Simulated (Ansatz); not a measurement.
The calculation used Ansatz, DFT PBE, scalar-relativistic, plane waves, PAW. All cells share a 420 eV cutoff and Γ-centred k meshes spaced at most about 0.3 Å⁻¹ (about 0.25 or finer for metals, 2π included). No spin polarisation.

Each guess is relaxed in cell and atoms at zero pressure, on a coarse mesh first where it starts far from rest and then on a converged one. The steps can't lower the symmetry of the start, but it can rise. Energies are static (0 K, no zero-point motion).

Two unrelaxed guesses for Pb4O:

A.

```xyz
5
Lattice="4.2551 0.0000 0.0000 0.0000 4.2551 0.0000 0.0000 0.0000 6.0176" Properties=species:S:1:pos:R:3 pbc="T T T"
Pb    2.1276    0.0000    1.5044
Pb    0.0000    2.1276    4.5132
Pb    2.1276    0.0000    4.5132
Pb    0.0000    2.1276    1.5044
O     0.0000    0.0000    0.0000
```

B.

```xyz
5
Lattice="5.4170 0.0000 0.0000 0.0000 5.4170 0.0000 0.0000 0.0000 5.4170" Properties=species:S:1:pos:R:3 pbc="T T T"
Pb    0.0000    2.7085    2.7085
Pb    2.7085    0.0000    2.7085
Pb    2.7085    2.7085    0.0000
Pb    2.7085    2.7085    2.7085
O     0.0000    0.0000    0.0000
```

Question: Which guess leads to the lower structure, and by how much?

Answer: A ends lower, by 0.95 eV/atom. A: P4/mmm at 21.8 Å³/atom → P4/mmm at 28.1 Å³/atom; B: Pm-3m at 31.8 Å³/atom → Pm-3m at 42.8 Å³/atom. Counting Pb atoms around O (those within 1.25 times the shortest such distance or 1.15 times the sum of covalent radii; a plus sign parts nearer from farther groups; the shortest distance is added where it is long for a bond), the end of A has O 8 from 2.8 Å and the end of B has O 12+8 from 4.2 Å. End of A. Conventional cell: a = 4.658 Å, c = 6.471 Å. Around Pb lie 2 O at 2.81 Å and 6 Pb at 3.15–3.32 Å; around O lie 8 Pb at 2.81 Å. End of B. Conventional cell: a = 5.984 Å. Pb on a site of symmetry 4/mmm is surrounded by 2 Pb at 2.99 Å, 4 O at 4.23 Å and 8 Pb at 4.23 Å; Pb on a site of symmetry m-3m has 6 Pb at 2.99 Å; around O lie 12 Pb at 4.23 Å (long contacts).

Ends held by symmetry can be saddle points. Even the lowest of the cells shown lies +0.07 eV/atom against the elements. Spin–orbit coupling, which can matter for Pb, is left out. Some candidate types were left out of the draw beforehand, so a known form may be missing.
